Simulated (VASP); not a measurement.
Set up this calculation in VASP 6.6.1, as the native input.

```
Task                   : relaxation of cell and atoms
Functional             : PBE
Potentials or basis    : VASP PAW PBE potentials, release 64 (Ga_d)
Cutoff                 : 520 eV
k mesh                 : 16 × 16 × 14
Occupations            : gaussian, width 0.1 eV
Spin                   : no spin polarisation
Further INCAR settings : ALGO = Normal; EDIFF = 1e-07; IBRION = 2; POTIM = 0.3; EDIFFG = -0.005; NSW = 60; ISIF = 3
```

The structure of Ga lies in POSCAR:

```
Ga                                      
1.0
    1.4033118120     -4.0431438401      0.0000000000
    1.4033118120      4.0431438401     -0.0000000000
    0.0000000000     -0.0000000000      3.3815819169
  Ga            
     2
Direct
     0.8660110816389434    0.1339889183610568    0.2500000000000000
     0.1339889183610568    0.8660110816389434    0.7500000000000000
```

This isn't the form of Ga at room conditions, which is orthorhombic.

One way to write it, as run:

INCAR

```
SYSTEM = Ga
PREC     = Accurate       ! precision mode
ENCUT    = 520            ! plane-wave cutoff, eV
EDIFF    = 1E-7           ! SCF threshold, eV
ISMEAR   = 0              ! smearing method
SIGMA    = 0.1            ! smearing width, eV
LREAL    = .False.        ! projectors in reciprocal space
LASPH    = .True.         ! aspherical terms in the spheres
NELM     = 120            ! most SCF steps
ALGO     = Normal         ! electronic algorithm
ISIF     = 3              ! what is computed and relaxed
LWAVE    = .False.        ! write WAVECAR
LCHARG   = .False.        ! write CHGCAR
GGA      = PE             ! functional
IBRION   = 2              ! ionic algorithm
NSW      = 60             ! ionic steps
EDIFFG   = -0.005         ! ionic threshold
POTIM    = 0.3            ! step
```

KPOINTS

```
Automatic mesh
0
Gamma
  16 16 14
  0 0 0
```

Potentials or basis: VASP PAW PBE potentials, release 64 (Ga_d).

The run is started by

```sh
$ cat potpaw_PBE.64/Ga_d/POTCAR > POTCAR
$ mpirun -np 1 vasp_std > vasp.out
```

It gave:

```yaml
Pressure_after_relaxing: 0.0 GPa
Band_gap_on_the_k_mesh: none (metal or under the smearing width)
```

Caveat: the relaxation stopped at its first step, so nothing moved.

Wall time 5.2 min on 1 thread of Intel(R) Xeon(R) Platinum 8375C CPU @ 2.90GHz (Ice Lake), on a shared host, peak memory 0.43 GiB.
